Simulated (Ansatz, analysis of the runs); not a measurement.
# Transmission past a defect: Mo wire along [110], 5 atoms a period, F placed on top of one Mo, part 3 of 3

Wanted: the relaxed defect and the transmission past it, beside the channels of the perfect wire.

Ansatz 0.2.0; DFT PBE, plane waves, PAW; relaxation of a wire's period (the session's first sound run).

So far. Step 2 (The relaxed wire): The cell's length comes to 4.108 Å with spin left out. Step 3 (The perfect wire): At the computed energy nearest the Fermi level there are 4 channels a spin.

**5. The open system**

This step: DFT PBE, plane waves, PAW; transmission of a junction in a wire (Ansatz 0.2.0).

The cell is now read as a scatterer between two semi-infinite leads, named by two sites one period apart. The scattering states in its self-consistent potential are matched to the leads' states at each energy. One point across is taken, as for a wire in vacuum.

File input.yaml:

```yaml
crystal:
  lattice:
    - [9.96, 0.0, 0.0]
    - [0.0, 9.034, 0.0]
    - [0.0, 0.0, 28.7562428606]
  atoms:
    - { symbol: Mo, position: [0.443849498, 0.4378533319, 0.0] }
    - { symbol: Mo, position: [0.686571988, 0.4501870711, 0.0] }
    - { symbol: Mo, position: [0.3613320281, 0.5594315918, 0.0714285594] }
    - { symbol: Mo, position: [0.5916341365, 0.5998451406, 0.0714285594] }
    - { symbol: Mo, position: [0.5752468876, 0.3291401373, 0.0714285594] }
    - { symbol: Mo, position: [0.443849498, 0.4378533319, 0.1428571535] }
    - { symbol: Mo, position: [0.686571988, 0.4501870711, 0.1428571535] }
    - { symbol: Mo, position: [0.3613320281, 0.5594315918, 0.2142857128] }
    - { symbol: Mo, position: [0.5916341365, 0.5998451406, 0.2142857128] }
    - { symbol: Mo, position: [0.5752468876, 0.3291401373, 0.2142857128] }
    - { symbol: Mo, position: [0.4530167671, 0.4465920965, 0.2910014024] }
    - { symbol: Mo, position: [0.686550502, 0.4588950631, 0.2843504988] }
    - { symbol: Mo, position: [0.3821199799, 0.6852976533, 0.3216758547] }
    - { symbol: Mo, position: [0.6013728916, 0.6794949081, 0.3333895546] }
    - { symbol: Mo, position: [0.5304779116, 0.4751170024, 0.3826516577] }
    - { symbol: Mo, position: [0.4045846386, 0.6733380562, 0.4182682716] }
    - { symbol: Mo, position: [0.6180210843, 0.6572958822, 0.4489402201] }
    - { symbol: Mo, position: [0.2830971888, 0.6764204118, 0.5016606331] }
    - { symbol: Mo, position: [0.473202008, 0.8323663936, 0.5024178948] }
    - { symbol: Mo, position: [0.4728997992, 0.514076046, 0.5026640674] }
    - { symbol: Mo, position: [0.3994824297, 0.6724677884, 0.5863435318] }
    - { symbol: Mo, position: [0.6175591365, 0.6521398052, 0.5582505363] }
    - { symbol: Mo, position: [0.3754272088, 0.6766422404, 0.6841349927] }
    - { symbol: Mo, position: [0.5964071285, 0.6670793668, 0.6701075691] }
    - { symbol: Mo, position: [0.5214738956, 0.4683914102, 0.6185502079] }
    - { symbol: Mo, position: [0.443849498, 0.4378533319, 0.7142856979] }
    - { symbol: Mo, position: [0.686571988, 0.4501870711, 0.7142856979] }
    - { symbol: Mo, position: [0.3613320281, 0.5594315918, 0.785714292] }
    - { symbol: Mo, position: [0.5916341365, 0.5998451406, 0.785714292] }
    - { symbol: Mo, position: [0.5752468876, 0.3291401373, 0.785714292] }
    - { symbol: Mo, position: [0.443849498, 0.4378533319, 0.8571428514] }
    - { symbol: Mo, position: [0.686571988, 0.4501870711, 0.8571428514] }
    - { symbol: Mo, position: [0.3613320281, 0.5594315918, 0.9285714455] }
    - { symbol: Mo, position: [0.5916341365, 0.5998451406, 0.9285714455] }
    - { symbol: Mo, position: [0.5752468876, 0.3291401373, 0.9285714455] }
    - { symbol: F, position: [0.4720982932, 1.0434584901, 0.5013815633], spin: 0.4 }
magnetization:
  spin_polarized: true
kpoints:
  mp_grid: { grid: [1, 1, 3] }
scf:
  occupations: { method: fermi_dirac, width: 0.05 }
hamiltonian:
  xc: pbe
output:
  transmission:
    e_range: [-1.5, 1.5]
    de: 0.05
    kmesh: [1, 1]
    reduced_basis: true
    leads: [[30, 0]]
  dos: { projected: true, e_range: [-4, 3] }
  write_potential: true
  write_density: true
  volumetric_format: npy
  elf: true
basis:
  ecutwfc: "340 eV"
```

Command:

```sh
ansatz run input.yaml --threads 4 --pin off --max-ram 16384MiB --backend cpu --events-out ev --progress --plain --runs-dir out
```

Numbers of over 12 decimals in the logs are rounded to 6 here.

Output:

```text
[...]
Crystal: 36 atoms, lattice volume = 2587.448 Å³
Basis set: ecut = 340 eV, 36869 PW (Γ)
Bands: 299, of which v1, the nominal top of the filled ones, is band 249 counted from 1 (248 counted from 0)
Symmetry: 1 space group operations
[...]
k-points: 2 of 3 (time reversal used)
[...]
Starting moments: Σ|m| = 0.4 μB on 1 of 36 sites
[...]
SCF iter   1: F=—  HF=-174226.711539 eV  |F-HF|=—  |Δ(HF+E_count)|=         —  Δρ=2.48e-2 (↑2.40e-2 ↓2.48e-2)  dr2=1.73e2  dr2_m=1.68e-1  M=0.002 μB ∫|m|=0.063 μB  β_m=0.30  ethr=3.10e-3  ⟨swp⟩=7.2  Hψ=4930  notcnv=0
[...]
SCF iter  18: F=-174186.649150 eV  HF=-174186.649150 eV  |F-HF|=3.75e-9  |Δ(HF+E_count)|=   7.86e-9  Δρ=2.37e-7 (↑2.34e-7 ↓2.37e-7)  dr2=9.85e-9  dr2_m=3.73e-10  M=0.000 μB ∫|m|=0.001 μB  ethr=6.81e-12  ⟨swp⟩=2.0  Hψ=2208  notcnv=0
SCF 1 converged in 18 iterations: F = -174186.649150 eV  dr2 = 9.85e-9
[...]
transmission: 66 of 396 steps passed
transmission: 99 of 396 steps passed
[...]
transmission: 396 of 396 steps passed
WARN: The output density's exchange-correlation potential varies sharply where the density is thin. Do not read a vacuum level from v_tot or v_xc, or from such a field of the output density. On a cell that repeats whose density bears no net charge and no dipole along the vacuum's axis use v_es (v_loc + v_h of the components); under efield.dipole_correction with no amplitude use v_es + v_field, which holds any externa [...]
SCF converged after 18 iterations
Magnetization: 0.0005 μB (248.5002 up, 248.4998 down)
Absolute magnetization: 0.0015 μB (∫|ρ↑−ρ↓|, with the PAW one-centre terms)
[...]
Per-site moments (μB) at R_I (Å): [(9.465292604810634e-6, 0.998284), (2.1293104812021544e-5, 0.998284), (1.3070011310380904e-5, 0.958107), (6.763867371529504e-6, 0.958107), (3.730173096024175e-5, 1.011033), (-1.5373466721449564e-5, 0.998284), (2.4060147321243936e-5, 0.998284), (6.449832009332087e-6, 0.958107), (-2.86989026387599e-6, 0.958107), (1.1417042084586729e-5, 1.011033), (-2.7957491706071042e-5, 0.963802), (1. [...]
Free energy (F): -174186.649150 eV
[...]
Internal energy: -174186.268981 eV  (E = F + TS)
E sigma→0 (E₀):  -174186.459066 eV
Entropy (-TS):   -0.380169 eV (-10.560 meV/atom)
Fermi energy:    1.759098 eV
[...]
--- Band table (eV) ---
  k-point 0 ↑: bands = [... 245 lower, 1.6329, 1.6587, 1.7078, 1.7519, 1.8124, 1.8575, 1.9073, 1.9244, ... 46 higher]
  k-point 1 ↑: bands = [... 245 lower, 1.6472, 1.6696, 1.7221, 1.7534, 1.8017, 1.8228, 1.9124, 1.9463, ... 46 higher]
  k-point 0 ↓: bands = [... 245 lower, 1.6329, 1.6587, 1.7078, 1.7520, 1.8124, 1.8575, 1.9073, 1.9244, ... 46 higher]
  k-point 1 ↓: bands = [... 245 lower, 1.6472, 1.6696, 1.7221, 1.7534, 1.8018, 1.8228, 1.9124, 1.9463, ... 46 higher]
--- Transmission ---
  basis      : 639 plane waves across, 33 finite elements along
  points     : 1, standing for a mesh of 1 x 1
[...]
crystal 0  : Mo5, at the sites [30, 0], period 4.1080 Å, over 16.43 Å; its Hamiltonian steps by up to 175.4 meV: too much for a lead, lay more layers or, if its atoms are ordered, name the step of that order
[...]
channels       : 4.000000e0 up, 4.000000e0 down
[...]
junction   : crystal 0 to crystal 0, 0.33 to 24.98 Å
    transmission   : 5.741459e-1 up, 5.739857e-1 down
    error estimate : 1.838498e-6 up, 1.821075e-6 down from the reduction of the transverse basis, at the most 1.750742e-5 at 0.400000 eV
[...]
```

Run time: 22 min. Hardware: 4 threads of Arm Neoverse V1, shared host; peak memory 7.7 GiB; 61 min of CPU time.

Numbers from this step:

```
energy at zero smearing                                       : -174186.4591 eV
absolute moment                                               : 0 μB
transmission at the energy nearest the Fermi level, spin up   : 0.5741
transmission at the energy nearest the Fermi level, spin down : 0.5740
channels at the energy nearest the Fermi level, spin up       : 4
channels at the energy nearest the Fermi level, spin down     : 4
step of the lead's Hamiltonian                                : 175.4 meV
```

The transmission by energy, zero at the Fermi level:

```
energy (eV)  spin up  spin down
      -1.50     1.16       1.16
      -1.35     1.52       1.52
      -1.20     1.06       1.06
      -1.05        0          0
      -0.95        0          0
      -0.80        0          0
      -0.65    0.402      0.402
      -0.60    0.990      0.990
      -0.50    0.586      0.586
      -0.45    0.960      0.959
      -0.35    0.786      0.785
      -0.30     1.29       1.29
      -0.20    0.479      0.480
      -0.05    0.213      0.213
       0.00    0.574      0.574
       0.05    0.150      0.150
       0.15    0.901      0.901
       0.20    0.141      0.141
       0.35        0          0
       0.50        0          0
       0.65   0.0324     0.0324
       0.80    0.155      0.154
       0.95  0.00408    0.00403
       1.05    0.472      0.472
       1.20   0.0662     0.0660
       1.35    0.650      0.648
       1.50   0.0660     0.0660
```

The open channels of the lead by energy, zero at the Fermi level:

```
energy (eV)  spin up  spin down
      -1.50        5          5
      -1.40        4          4
      -1.30        3          3
      -1.20        3          3
      -1.10        2          2
      -1.00        0          0
      -0.90        0          0
      -0.80        0          0
      -0.65        3          3
      -0.55        3          3
      -0.45        5          5
      -0.35        2          2
      -0.25        3          3
      -0.15        4          4
      -0.05        4          4
       0.00        4          4
       0.05        3          3
       0.15        2          2
       0.25        2          2
       0.35        0          0
       0.45        3          3
       0.55        0          0
       0.65        1          1
       0.80        1          1
       0.90        0          0
       1.00        1          1
       1.10        2          2
       1.20        1          1
       1.30        0          0
       1.40        3          3
       1.50        2          2
```

Projected DOS an atom over height of the atomic layer and energy from the Fermi level.  broadened by a Gaussian of 0.15 eV, since few k-points sample the long cell.

Values in states/eV, 12 rows by 16 columns, each cell a mean:
```
1.65 1.96 1.49 1.66 1.76 1.86 1.75 1.87 1.46 1.82 1.80 1.79 1.74 1.64 1.47 1.97
1.43 1.31 1.46 1.59 1.90 1.75 1.89 2.13 1.49 2.22 1.88 1.72 2.01 1.56 1.55 1.34
1.19 1.40 1.45 1.54 1.29 1.46 1.29 1.30 0.97 1.35 1.31 1.43 1.42 1.64 1.35 1.40
1.38 1.63 1.29 1.30 1.00 1.45 1.12 1.03 0.70 0.98 1.23 1.44 1.12 1.42 1.28 1.70
1.05 1.09 1.11 1.21 1.12 1.53 1.32 0.83 0.57 0.88 1.42 1.48 1.11 1.19 1.08 1.08
0.66 0.74 0.88 0.99 1.12 1.12 1.04 1.02 0.83 1.08 0.99 1.11 1.10 0.88 0.84 0.75
1.87 1.68 1.62 1.22 1.08 1.48 1.28 1.28 1.08 1.19 1.27 1.28 1.01 1.17 1.67 1.68
1.14 1.45 1.25 1.34 1.64 1.85 1.51 1.93 1.77 1.93 1.58 1.81 1.53 1.41 1.21 1.47
1.55 1.62 1.56 1.88 2.35 1.69 1.66 2.09 1.67 2.03 1.67 1.92 2.20 1.74 1.53 1.64
1.93 1.70 1.89 1.74 1.40 0.96 1.74 1.84 1.28 1.66 1.48 0.99 1.54 1.68 1.89 1.66
1.50 1.25 1.37 1.09 0.84 0.71 0.69 1.03 0.50 1.06 0.73 0.76 0.99 1.21 1.41 1.22
0.47 0.44 0.61 0.84 1.26 1.25 1.13 1.01 0.45 1.00 1.12 1.16 1.10 0.75 0.61 0.40
```
Columns: height of the atomic layer (Å) from 0 to 26.7 (not evenly spaced); rows upwards: energy from the Fermi level (eV) from -3.98 to 1.47.

Valence density in the cb plane at fractional x = 0.453, with atoms of Mo and F within 0.2 Å of it. It is the smooth field of the valence electrons, not physical close to the nuclei.

Ten steps, logarithmic in the rise over the least value, from '0' (0.00 × 1e0 e/Å³) to '9' (9.45 × 1e0 e/Å³), each cell a mean:
```
00000000000000000000013555310000000000000000
00000000000000000000013455310000000000000000
00000000000000000001125787631100000000000000
00000000111111001111236898742111100011111000
00000001223221112222235888642222211112222100
01110012345432223554334676533345422223443211
11111112466543236776433344333567642234554311
23321123467643346887433333333678743335665321
34432223456543346776433344333577643334554322
45543223344333345554334566433455543333444322
45543345543333444433235888633334454333344443
44433467764334565322236898742223566433356764
33333589985334665321125788632223577533368986
33333589985334554211113565421113566432478986
33323468763222332110011222111112344322358875
33322245432111111000000000000001111111235553
22222122211100000000000000000000000001112222
11111111000000000000000000000000000000001111
01000000000000000000000000000000000000000000
00000000000000000000000111000000000000000000
00000000000000000000001343200000000000000000
00000000000000000000013676410000000000000000
00000000000000000000014898520000000000000000
00000000000000000000014798520000000000000000
```
Columns run along c (16.0 Å, from fractional 0.20 to 0.75 of the cell), rows up along b (9.0 Å). Atoms in or near the plane, at fractional coordinates: Mo at (0.29, 0.45), Mo at (0.50, 0.51), Mo at (0.71, 0.44), F at (0.50, 0.04).

Electrostatic potential energy in the cb plane at fractional x = 0.453, with atoms of Mo and F within 0.2 Å of it. With pseudopotentials it is smooth inside the atoms' cores, unlike the true potential.

Values in eV, 13 rows by 16 columns, each cell a mean:
```
  6   6   6   5   6   6   6   4  -9  -7   4   6   6   6   6   6
  6   6   5   5   5   6   5   2 -40 -37   2   5   6   5   5   6
  6   6   4  -1   2   3  -3   0 -41 -38   0  -2   4   2   1   5
  4   5   2 -24 -10  -5 -40  -9  -8  -7  -9 -36  -3  -7 -16   3
 -3   1   2 -22  -9  -7 -47 -11  -3  -3 -12 -43  -4  -9 -19   2
-15  -4  -7  -8  -1  -7 -10  -1 -35 -33  -1 -10  -7   0  -6  -4
 -5  -3 -44 -33  -3 -26  -3   1 -44 -42   1 -10 -31  -2 -32 -39
  1  -1 -47 -36  -1 -14   0   3 -13 -12   3  -6 -20  -1 -40 -46
 -1   1 -11  -7   3   1   3   5   2   2   5   2   0   3 -11 -13
  1   3   3   4   5   5   5   6   5   5   5   5   4   5   3   3
  4   4   5   5   5   5   6   6   6   6   6   5   5   5   5   5
  5   5   5   5   6   6   6   6  -6  -3   6   6   6   6   5   5
  5   5   5   6   6   6   6   6 -22 -16   6   6   6   6   6   5
```
Columns run along c (16.0 Å, from fractional 0.20 to 0.75 of the cell; values clipped at the 3rd and 97th percentile), rows up along b (9.0 Å). Atoms in or near the plane, at fractional coordinates: Mo at (0.29, 0.45), Mo at (0.50, 0.51), Mo at (0.71, 0.44), F at (0.50, 0.04).

ELF in the cb plane at fractional x = 0.453, with atoms of Mo and F within 0.2 Å of it. It is the smooth field of the valence electrons, not physical close to the nuclei.

Ten even steps from '0' (0.00) to '9' (0.81), each cell a mean:
```
00000000111110000000014676410000000000110000
00000011233321111121101343100121111112232110
11111123444433222233214888622332222223444321
33322223444444322234436868833432223344444332
45433233344444422223435888634422223444444333
66653333344334423443342576334234323543443333
66654322456534325875233222233367623434554333
56554322367533337887334433432588732434664223
45443333345434436775333333333467633433543333
45434433433334444543332465333334444443334334
44434334443442344433424888623434453234444333
33334368863432465345426868823543575324336763
43343487784344665234325989723432577533268786
54453486784444554224322566323422577544388686
43454379863443222223311111113322343344368885
43345335432443111112210000112221111244235653
32234322112442111111100000001111101233212223
21123322112332100000000000000000000123211223
10012322222221100000000000000000000112222233
10001222111110000000001333100000000001111222
00000110000000000000025787520000000000000111
00000000000000000000148999841000000000000000
00000000000000000000149989951000000000000000
00000000000000000000038989841000000000000000
```
Columns run along c (16.0 Å, from fractional 0.20 to 0.75 of the cell), rows up along b (9.0 Å). Atoms in or near the plane, at fractional coordinates: Mo at (0.29, 0.45), Mo at (0.50, 0.51), Mo at (0.71, 0.44), F at (0.50, 0.04).

The transmission at the computed energy nearest the Fermi level is 0.574 and 0.574 for spin up and down, with 4 spin-up and 4 spin-down channels open in the lead. The lead's Hamiltonian steps by 175.4 meV, which the program calls too much for a lead.

**6. Landauer integrals**

This step: Landauer integrals over the computed T(E), interpolated linearly between its energies (analysis of the runs above).

Conductance and thermopower are moments of T(E) over the thermal window; sliding the window along E stands for a gate that leaves T(E) rigid.

This step gave:

* conductance at 300 K, interpolated from T(E): 0.3621 G₀
* thermopower at 300 K: -4.119 μV/K
* Lorenz number over L0: 0.8106
* spin polarisation of the transmission: 0.01394 %

T(E) held rigid; rough near sharp steps of T(E). Table of conductance at 300 K by shift of the leads' level:

| shift of the leads' level (eV) | conductance at 300 K (G₀) |
| --- | --- |
| -1.150 | 0.599 |
| -1.100 | 0.282 |
| -1.050 | 0.0841 |
| -0.900 | 0.00376 |
| -0.850 | 0.0225 |
| -0.800 | 0.117 |
| -0.750 | 0.360 |
| -0.650 | 0.659 |
| -0.600 | 0.755 |
| -0.550 | 0.736 |
| -0.500 | 0.714 |
| -0.450 | 0.752 |
| -0.350 | 0.855 |
| -0.300 | 1.02 |
| -0.250 | 0.886 |
| -0.200 | 0.553 |
| -0.150 | 0.302 |
| -0.050 | 0.298 |
| 0.000 | 0.362 |
| 0.050 | 0.325 |
| 0.100 | 0.413 |
| 0.200 | 0.445 |
| 0.250 | 0.440 |
| 0.300 | 0.366 |
| 0.350 | 0.274 |
| 0.400 | 0.342 |
| 0.500 | 0.114 |
| 0.550 | 0.0257 |
| 0.600 | 0.0177 |
| 0.650 | 0.0549 |
| 0.700 | 0.180 |
| 0.800 | 0.221 |
| 0.850 | 0.0713 |
| 0.900 | 0.0263 |
| 0.950 | 0.0678 |
| 1.050 | 0.292 |
| 1.100 | 0.237 |
| 1.150 | 0.149 |

T(E) held rigid; rough near sharp steps of T(E). The thermopower at 300 K by shift of the leads' level:

| shift of the leads' level (eV) | thermopower at 300 K (μV/K) |
| --- | --- |
| -1.150 | 74.8 |
| -1.100 | 134 |
| -1.050 | 227 |
| -0.900 | -400 |
| -0.850 | -346 |
| -0.800 | -206 |
| -0.750 | -104 |
| -0.650 | -17.1 |
| -0.600 | -9.61 |
| -0.550 | 7.06 |
| -0.500 | -4.30 |
| -0.450 | -0.874 |
| -0.350 | -27.4 |
| -0.300 | -2.97 |
| -0.250 | 40.0 |
| -0.200 | 78.6 |
| -0.150 | 72.6 |
| -0.050 | -32.5 |
| 0.000 | -4.12 |
| 0.050 | -5.00 |
| 0.100 | -44.1 |
| 0.200 | 17.3 |
| 0.250 | 7.10 |
| 0.300 | 40.8 |
| 0.350 | 3.93 |
| 0.400 | -8.64 |
| 0.500 | 170 |
| 0.550 | 245 |
| 0.600 | -120 |
| 0.650 | -193 |
| 0.700 | -120 |
| 0.800 | 93.9 |
| 0.850 | 188 |
| 0.900 | 8.56 |
| 0.950 | -173 |
| 1.050 | -10.5 |
| 1.100 | 47.5 |
| 1.150 | 72.0 |

The two levels move by half the bias each and T(E) is held rigid. The current from the zero-bias T(E) by bias:

| bias (V) | current from the zero-bias T(E) (μA) |
| --- | --- |
| 0.000 | 0 |
| 0.100 | 2.64 |
| 0.200 | 5.04 |
| 0.300 | 7.93 |
| 0.400 | 11.4 |
| 0.500 | 15.9 |
| 0.600 | 21.3 |
| 0.700 | 26.2 |
| 0.800 | 30.4 |
| 0.900 | 34.5 |
| 1.000 | 38.2 |
| 1.100 | 41.2 |
| 1.200 | 44.2 |
| 1.300 | 47.0 |
| 1.400 | 49.9 |
| 1.500 | 52.8 |
| 1.600 | 54.8 |
| 1.700 | 55.6 |
| 1.800 | 55.8 |
| 1.900 | 56.0 |
| 2.000 | 56.5 |

By hand, Mott's formula: S = −(π²k²T/3e) d ln T/dE, and π²k²T/3e = 7.33 μV/K × eV at 300 K. The computed T is 0.426 at -0.050 eV and 0.300 at +0.050 eV (both spins added), so d ln T/dE ≈ -3.50 per eV and S ≈ 25.7 μV/K, against -4.12 from the integrals. The signs differ: ln T is not straight over the thermal window, so the sign is not firm.

The thermopower is -4.12 μV/K. The Lorenz ratio is 0.81, where the Wiedemann-Franz law gives 1. Moving the level by up to 0.1 eV either way gives -44 to 1.4 μV/K.

**7. The wire at its relaxed period**

This step: DFT PBE, plane waves, PAW; channels and complex bands of a perfect wire; changed: output.transmission.e_range = [-80, 80], output.transmission.de = 5, scf.max_iter = 75 (Ansatz 0.2.0).

System of this step: Mo wire along [110], 5 atoms a period. The cell holds 5 atoms: 5 Mo. Its edges and angles: a = 9.960 Å, b = 9.034 Å, c = 4.108 Å, α = 90.0°, β = 90.0°, γ = 90.0°. Vacuum lies along a and b. The structure's axis is c.

The input of the run on the perfect lead is made doubtful on purpose.

File input.yaml:

```yaml
crystal:
  lattice:
    - [9.96, 0.0, 0.0]
    - [0.0, 9.034, 0.0]
    - [0.0, 0.0, 4.1080346944]
  atoms:
    - { symbol: Mo, position: [0.443849501, 0.43785336, 0.0] }
    - { symbol: Mo, position: [0.686571965, 0.450187027, 0.0] }
    - { symbol: Mo, position: [0.361331984, 0.559431601, 0.5] }
    - { symbol: Mo, position: [0.591634186, 0.599845179, 0.5] }
    - { symbol: Mo, position: [0.575246902, 0.329140089, 0.5] }
kpoints:
  mp_grid: { grid: [1, 1, 20] }
scf:
  occupations: { method: fermi_dirac, width: 0.05 }
  max_iter: 75
hamiltonian:
  xc: pbe
output:
  transmission:
    e_range: [-80, 80]
    de: 5
    kmesh: [1, 1]
    reduced_basis: true
    leads: [[0, 0]]
basis:
  ecutwfc: "340 eV"
```

Output:

```text
Error: inconsistent input (output.transmission.e_range, basis.ecutwfc): energies over 42 eV from the Fermi level are not served at this cutoff: ask for nearer ones, or raise it
```

Wall time 0.04 s (4 threads); peak memory 0.063 GiB.

The input was rejected at the start.

The program's message: “Error: inconsistent input (output.transmission.e_range, basis.ecutwfc): energies over 42 eV from the Fermi level are not served at this cutoff: ask for nearer ones, or raise it”

The change that led to it: output.transmission.e_range = [-80, 80] and output.transmission.de = 5.

**8. What came out**

* conductance, F placed on top of one Mo: 0.362 G₀
* thermopower, F placed on top of one Mo: -4.12 μV/K

What this shows: Summed over the computed window, 20 % of the lead's open channels pass the defect; the conductance at 300 K is 0.362 G₀. The energy step of 0.05 eV was too wide for the program's own thermal average, so the values at 300 K come from a linear interpolation of T(E) and are rough where T(E) is steep. Transport is coherent and elastic here: the atoms are frozen, so scattering by vibrations plays no part. In 1 run the program finds the step of the lead's Hamiltonian too large, so longer leads may change the transmission. A cutoff under the files' recommended one was taken to save time; its effect on T(E) was not tested here. A relaxation stopped at its step or time limit before it met its force limit, and the later steps went on from its last geometry, which is not a minimum.

[Logs are printed without paths, hosts, clocks, repeated set-up lines and the standing remarks that a program may print on its own settings, such as how far it seeks lower states.]

[Hosts, paths, dates, database ids (printed as entryN), source tags and the programs' standing remarks are cut or masked in the printed files.]
